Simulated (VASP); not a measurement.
Input of a VASP 6.6.1 run:

Contents of INCAR:

```
SYSTEM = H3C2N
PREC = Accurate
ENCUT = 520
EDIFF = 1E-6
ISMEAR = -1
SIGMA = 0.05
LREAL = Auto
LASPH = .True.
NELM = 80
ALGO = Fast
ISIF = 2
LWAVE = .False.
LCHARG = .False.
GGA = PE
IVDW = 12
NBANDS = 72
```

File KPOINTS:

```
regular mesh
0
Gamma
  1 1 1
  0 0 0
```

The input POSCAR:

```
H3C2N
1.0
    7.4745810000      0.0000000000      0.0000000000
    0.0000000000      7.4745810000      0.0000000000
    0.0000000000      0.0000000000      7.4745810000
C N H
12 6 18
Direct
    0.6514746445      0.7129764197      0.4973790504
    0.6036592553      0.8824173556      0.6009835200
    0.1379876678      0.4534836133     -0.0158938675
    0.2532851005      0.4053203785      0.1279001458
    0.8217584370      0.7729931618     -0.0475210584
    0.6718637473      0.6617227106     -0.0892625286
    0.7483228826      0.2796946076      0.3205397065
    0.8470575140      0.3220247396      0.4871176057
    0.2008005532      0.7067687139      0.4631162603
    0.0894498300      0.8550445838      0.3985106322
    0.2185540567     -0.0141813969      0.9276239029
    0.3437517100     -0.0645387347      1.0743344677
    0.5607404616      0.9973937001      0.6976979713
    0.3628564598      0.3716194928      0.2369096007
    0.5519372925      0.5761393180     -0.1225219180
    0.8999300429      0.3910854669      0.6159810162
   -0.0170845697      0.9435311491      0.3245265521
    0.4577380324     -0.0672813633      1.1811765770
    0.7900375954      0.6850952582      0.5302638369
    0.5681790056      0.6044887332      0.5581985131
    0.6133320383      0.7107956954      0.3542405922
    0.1748592998      0.5891433914     -0.0647929295
    0.1341747450      0.3645154156     -0.1325425465
    0.0049501102      0.4705815617      0.0421963452
    0.8069749997      0.9052012414     -0.1125949401
    0.8529708889      0.8052223931      0.0998851976
    0.9239180096      0.6930555706     -0.1100663703
    0.8074967680      0.3319650961      0.2026735679
    0.7297666585      0.1382953774      0.2975685192
    0.6000336340      0.3207403867      0.3311222395
    0.3133687360      0.7181004527      0.3729038457
    0.2624361151      0.7211641696      0.5948293289
    0.1339740649      0.5797381820      0.4498312347
    0.2523218358      0.1136250982      0.8512450397
    0.2099381892     -0.1138525357      0.8227083230
    0.0857573154      0.0156931874      0.9829714870
```

Potentials or basis: VASP PAW PBE potentials, release 64 (C, N, H).

Launch:

```sh
$ cat potpaw_PBE.64/C/POTCAR potpaw_PBE.64/N/POTCAR potpaw_PBE.64/H/POTCAR > POTCAR
$ mpirun -np 1 vasp_gam > vasp.out
```

Q: Estimate the dispersion energy per atom.

A: -0.057 eV.

Q: Predict the pressure.

A: 0.3 GPa.

Stress tensor (GPa, compression positive):
```
 2.41  0.93 -1.35
 0.93  0.15 -0.30
-1.35 -0.30 -1.51
```

Caveat: the standard files for N, O and F lose accuracy on very short bonds.
